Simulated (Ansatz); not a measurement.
AlN in Ansatz: the effect of functional

Crystal: AlN.

```xyz
4
Lattice="3.3341 0.0000 0.0000 -1.6670 2.8874 0.0000 0.0000 0.0000 4.2153" Properties=species:S:1:pos:R:3 pbc="T T T"
Al    1.6670    0.9625    1.0538
Al    0.0000    1.9249    3.1615
N     1.6670    0.9625    3.1615
N     0.0000    1.9249    1.0538
```

Measurements of this composition are mostly on another form, of space group No. 186.

The cell isn't the ideal one: volume scaled by 1.02.

Alike in all runs:

| Item | Value |
| --- | --- |
| Program | Ansatz 0.2.0 |
| Task | single point |
| Potentials or basis | Ansatz PAW |
| k mesh | 9 × 9 × 7 |
| Occupations | fermi-dirac, width 0.05 eV |
| Spin | no spin polarisation |

```tsv
functional	cutoff	gap on the mesh (eV)	pressure (GPa)
r2SCAN	500 eV (not typed: the program's choice for these potentials)	?	?
LDA	420 eV (not typed: the program's choice for these potentials)	3.13	-12.3
PBEsol	420 eV (not typed: the program's choice for these potentials)	3.03	-7.3
```

Problem. What does the run with functional r2SCAN give?

Solution. gap on the mesh 3.67 eV; pressure -9.0 GPa.

Caveats: odd divisions of the mesh miss points on the zone boundary, where band edges often lie, so the gap on the mesh can be too wide; the PAW data sets come from PBE, with cores solved anew for the run's functional, which leaves a small shift of forces and pressure.

A k mesh can miss the band edges.

Runs at the PBE level aren't shown here.
